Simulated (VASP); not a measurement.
# MgS in VASP: one cell, several levels of theory

Aim: gap, levels, forces and stress of MgS in the rocksalt structure, under +0.5 % biaxial strain in the (111) plane, free along [111] at fixed geometry. Runs: PBE, r2SCAN.

Program: VASP 6.6.1. PAW datasets, plane waves. Computed at 0 K without zero-point motion; spin polarisation is off.

**1. The cell**

The cell comes from an earlier relaxation with r2SCAN in another program, then strained, with the atoms relaxed again.

Space group R-3m (No. 166), trigonal; a = 3.697 Å, c = 8.989 Å in the conventional setting, 17.74 Å³ an atom. Mg has 6 S at 2.61 Å; S has 6 Mg at 2.61 Å.

The structure in full:

```xyz
2
Lattice="-0.0130 2.6015 2.6015 2.6015 -0.0130 2.6015 2.6015 2.6015 -0.0130" Properties=species:S:1:pos:R:3 pbc="T T T"
Mg    0.0000    0.0000    0.0000
S     2.5950    2.5950    2.5950
```

**2. PBE**

INCAR reads:

```
ENCUT = 520.000000
SIGMA = 0.020000
EDIFF = 1.00e-07
GGA = PE
PREC = Accurate
IBRION = -1
ISIF = 2
ISMEAR = -1
NBANDS = 11
NELM = 120
NSW = 0
LASPH = .TRUE.
LCHARG = .FALSE.
LWAVE = .FALSE.
LREAL = .FALSE.
```

KPOINTS reads:

```
KPOINTS created by Atomic Simulation Environment
0
Gamma
8 8 8
0 0 0
```

KPOINTS_OPT reads:

```
special points
7
Reciprocal
0.0000000000 0.0000000000 0.0000000000 1
0.5000000000 0.0000000000 0.5000000000 1
0.6250000000 0.2500000000 0.6250000000 1
0.3750000000 0.3750000000 0.7500000000 1
0.5000000000 0.5000000000 0.5000000000 1
0.5000000000 0.2500000000 0.7500000000 1
0.0000000000 0.5000000000 0.5000000000 1
```

POSCAR reads:

```
Mg S
 1.0000000000000000
    -0.0130075897000000    2.6015179370000001    2.6015179370000001
     2.6015179370000001   -0.0130075897000000    2.6015179370000001
     2.6015179370000001    2.6015179370000001   -0.0130075897000000
 Mg  S
   1   1
Cartesian
  0.0000000000000000  0.0000000000000000  0.0000000000000000
  2.5950141421500001  2.5950141421500001  2.5950141421500001
```

The run uses the recommended PBE PAW datasets (8 valence electrons a neutral cell).

On the command line:

```
$ mpirun -np 1 vasp_std
```

**3. r2SCAN at this geometry**

INCAR reads:

```
ENCUT = 520.000000
SIGMA = 0.010000
EDIFF = 1.00e-07
ALGO = Normal
METAGGA = R2SCAN
PREC = Accurate
IBRION = -1
ISIF = 2
ISMEAR = 0
NBANDS = 11
NELM = 120
NSW = 0
LASPH = .TRUE.
LCHARG = .FALSE.
LWAVE = .FALSE.
LREAL = .FALSE.
```

KPOINTS is that of step 2.

KPOINTS_OPT is that of step 2.

POSCAR is that of step 2.

What does the calculation give? Wanted: for each run, gap; pressure.

The runs gave:

| level | gap (eV) | pressure (GPa) |
| --- | --- | --- |
| PBE | 2.71 | 0.30 |
| r2SCAN | 3.37 | -1.05 |

In words: The gap spans 2.71 eV (PBE) to 3.37 eV (r2SCAN). At this one volume the pressure spans -1.0 GPa (r2SCAN) to 0.3 GPa (PBE): PBE wants the largest cell and r2SCAN the smallest.
